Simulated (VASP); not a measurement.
Write the native input for VASP 6.6.1 that does the following.

| Item | Value |
| --- | --- |
| Task | single point |
| Functional | PBEsol |
| Potentials or basis | VASP PAW PBE potentials, release 64 (K_sv, Cl) |
| Cutoff | 520 eV |
| k mesh | 6 × 6 × 6 |
| Occupations | gaussian, width 0.02 eV |
| Spin | no spin polarisation |
| Dipole correction | no |
| Further INCAR settings | ALGO = Normal; EDIFF = 1e-06; NBANDS = 15 |

The structure of KCl lies in POSCAR:

```
KCl
1.0
    3.7354000000      0.0000000000      0.0000000000
    0.0000000000      3.7354000000      0.0000000000
    0.0000000000      0.0000000000      3.7354000000
K Cl
1 1
Direct
    0.0000000000      0.0000000000      0.0000000000
    0.5000000000      0.5000000000      0.5000000000
```

Measurements of this composition are mostly on another form, of space group No. 225.

The input as run:

INCAR

```
SYSTEM = KCl
  ALGO = Normal
  EDIFF = 1E-6
  ENCUT = 520
  GGA = PS
  ISIF = 2
  ISMEAR = 0
  LASPH = .True.
  LCHARG = .True.
  LELF = .True.
  LREAL = .False.
  LVHAR = .True.
  LWAVE = .False.
  NBANDS = 15
  NELM = 60
  PREC = Accurate
  SIGMA = 0.02
```

KPOINTS

```
k-points
0
Gamma
  6 6 6
  0 0 0
```

Potentials or basis: VASP PAW PBE potentials, release 64 (K_sv, Cl).

Run with:

```sh
$ cat potpaw_PBE.64/K_sv/POTCAR potpaw_PBE.64/Cl/POTCAR > POTCAR
$ mpirun -np 1 vasp_std > vasp.out
```

It gave:

The pressure is 0.1 GPa. The band gap on the k mesh is 4.96 eV, indirect (least direct gap 5.19 eV).

Caveat: the PAW data sets were made with another functional, which shifts forces and pressure a little.

Run time: 6.1 s on 1 thread of Intel(R) Xeon(R) 6975P-C (Granite Rapids), on a shared host, peak memory 0.16 GiB.
